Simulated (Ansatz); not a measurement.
# ZnO: a trial structure relaxed

The task: take a trial cell of ZnO to zero force and stress.

Computed with Ansatz 0.2.0 (DFT PBE, scalar-relativistic, plane waves, PAW, unless a step's input says otherwise).

## (1) Starting point

It takes space group Pmma (No. 51, orthorhombic). Conventional cell: a = 4.063 Å, b = 2.481 Å, c = 4.414 Å, α = 90.00°, β = 90.00°, γ = 90.00°. Zn (site symmetry mm2) is surrounded by 8 O at 2.47 to 2.57 Å and 4 Zn at 2.48 to 2.53 Å. O (site symmetry mm2) is surrounded by 8 Zn at 2.47 to 2.57 Å and 2 O at 2.48 Å.

Structure file:

```cif
data_structure
_symmetry_space_group_name_H-M 'P 1'
_symmetry_Int_Tables_number 1
_cell_length_a 4.0634
_cell_length_b 2.4813
_cell_length_c 4.4145
_cell_angle_alpha 90.000
_cell_angle_beta 90.000
_cell_angle_gamma 90.000
_cell_volume 44.51
loop_
_atom_site_label
_atom_site_type_symbol
_atom_site_fract_x
_atom_site_fract_y
_atom_site_fract_z
_atom_site_occupancy
Zn1 Zn 0.25000 0.00000 0.17052 1
Zn2 Zn 0.75000 0.00000 0.82948 1
O1 O 0.25000 0.50000 0.68047 1
O2 O 0.75000 0.50000 0.31953 1
```

The cell is invented: species swapped into a database cell of VPt (Pmma, No. 51), with Zn on the V sites and O on the Pt sites. Lengths come from tabulated atomic sizes and are only a guess.

## (2) A first look at the guess

Contents of input.yaml:

```yaml
crystal:
  lattice:
    - [4.06339664, 0.0, 0.0]
    - [0.0, 2.48131906, 0.0]
    - [0.0, 0.0, 4.41445376]
  atoms:
    - { symbol: Zn, position: [0.25, 0.0, 0.17051655] }
    - { symbol: Zn, position: [0.75, 0.0, 0.82948345] }
    - { symbol: O, position: [0.25, 0.5, 0.68046874] }
    - { symbol: O, position: [0.75, 0.5, 0.31953126] }
basis:
  ecutwfc: 420
kpoints:
  mp_grid: { grid: [4, 8, 4] }
hamiltonian:
  xc: pbe
scf:
  occupations: { method: gaussian, width: 0.1 }
  lower_state_search: "off"
output:
  forces: true
  stress: true
  eigenvalues: true
```

Command:

```
$ ansatz run input.yaml --threads 1 --pin off --max-ram 2048MiB --backend cpu --events-out ev --progress --plain --runs-dir out
```

The session goes on with these runs: spin check on a coarse mesh; a loose first relaxation; another rough relaxation; full relaxation.

Q: Predict the outcome of this session. Wanted: conventional cell; volume; energy over the elements; gap on the mesh.

**Answer**, as computed:

| quantity | value |
| --- | --- |
| symmetry at the end (tolerance 0.05 Å) | space group Cmmm (No. 65) |
| conventional cell | a = 2.866 Å, b = 7.054 Å, c = 2.838 Å, α = 90.00°, β = 90.00°, γ = 90.00° |
| volume | 14.35 Å³/atom |
| energy over the elements (uncorrected; H, N, O, F and Cl as molecules) | -1.05 eV/atom |
| gap on the mesh | none (metal) |

The symmetry goes from space group Pmma (No. 51) to space group Cmmm (No. 65), and the volume per atom grows by 29.0 % from the first guess. It lies below the elements, which doesn't yet make it stable: competing phases were not computed in this session. No finished test with a distortion of lower symmetry is shown, so the end may be a saddle point. Some metallic runs here have no spin polarisation while others do, so their energies compare only roughly. Where a structure here is layered, its layers are held mostly by dispersion, which this level lacks, so their spacing and the stiffness across them are unreliable there. Other magnetic orders were not searched.
